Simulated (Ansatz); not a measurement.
SrCl2 (started from an entry of an open crystallographic database), relaxed with r2SCAN in the PAW code Ansatz. It is cubic, Fm-3m (No. 225); a = 6.995 Å in the conventional setting, 28.53 Å³ an atom. Sr has 8 Cl at 3.03 Å; Cl has 4 Sr at 3.03 Å.

The axes x, y and z are those of this cell:
```yaml
crystal:
  lattice:
    - [0.00000, 3.49765, 3.49765]
    - [3.49765, 0.00000, 3.49765]
    - [3.49765, 3.49765, 0.00000]
  atoms:
    - { symbol: Sr, position: [0.00000, 0.00000, 0.00000] }
    - { symbol: Cl, position: [0.25000, 0.25000, 0.25000] }
    - { symbol: Cl, position: [0.75000, 0.75000, 0.75000] }
```

Unstrained: With PBE the valence top lies at X and the conduction bottom at Γ, 5.312 eV higher; the smallest vertical gap, at X, is 5.512 eV. r2SCAN gives an indirect gap of 5.937 eV, from X to Γ; the least direct gap is 5.994 eV at X. HSE06 gives an indirect gap of 6.591 eV, from X to Γ; the least direct gap is 6.829 eV at X. Meshes: PBE 6×6×6, r2SCAN 6×6×6, HSE06 4×4×4. Strains are changes of length per length. After each strain the atoms were relaxed again with r2SCAN in this cell and within any symmetry left, so distortions that break it or need a larger cell weren't tested; points keep the names that they have in the unstrained zone. No spin polarisation and no zero-point or thermal motion.

Task: Estimate what uniaxial -2.18 % along y, other directions held does to the gap.

Result: PBE: the gap goes from 5.312 to 5.287 eV (-0.025 eV). r2SCAN: the gap goes from 5.937 to 5.879 eV (-0.059 eV); it turns from indirect (X → Γ) to direct (X). HSE06: the gap goes from 6.591 to 6.566 eV (-0.025 eV). The r2SCAN energy rises by 3.2 meV an atom.

Task: One strain changed the r2SCAN stress by xx -2.52, yy -2.52, zz -2.52 GPa (compression positive) and the gap by -0.308 eV (PBE), -0.299 eV (r2SCAN), -0.318 eV (HSE06). Which kind of strain was it, and roughly how large?

Result: Isotropic +2.73 % on every length. The pattern of the stress gives the kind; the size needs the stiffness, so it is an estimate.

Task: Apply uniaxial -2.69 % along x, other directions held. How far does the gap move, against the unstrained cell?

Result: PBE: the gap goes from 5.312 to 5.275 eV (-0.037 eV); the X points, equivalent before, split by 172 meV, and the valence top lies at those like (0, 1/2, 1/2). r2SCAN: the gap goes from 5.937 to 5.848 eV (-0.090 eV); the edges move from X → Γ to X → X [(1/2, 0, 1/2)]; the X points, equivalent before, split by 179 meV, and the valence top lies at those like (0, 1/2, 1/2). HSE06: the gap goes from 6.591 to 6.554 eV (-0.037 eV); the X points, equivalent before, split by 178 meV, and the valence top lies at those like (0, 1/2, 1/2). The r2SCAN energy rises by 4.9 meV an atom.

Task: One strain changed the r2SCAN stress by xx -2.80, yy -2.80, zz +0.01 GPa (compression positive) and the gap by -0.507 eV (PBE), -0.521 eV (r2SCAN), -0.522 eV (HSE06). Which kind of strain was it, and roughly how large?

Result: Epitaxial +3.83 % in the xy plane, free normal strain -1.75 %. The pattern of the stress gives the kind; the size needs the stiffness, so it is an estimate.

The runs are scalar-relativistic, without spin-orbit coupling.

The meshes of the hybrids are coarse, so their gaps aren't converged to the digits shown.
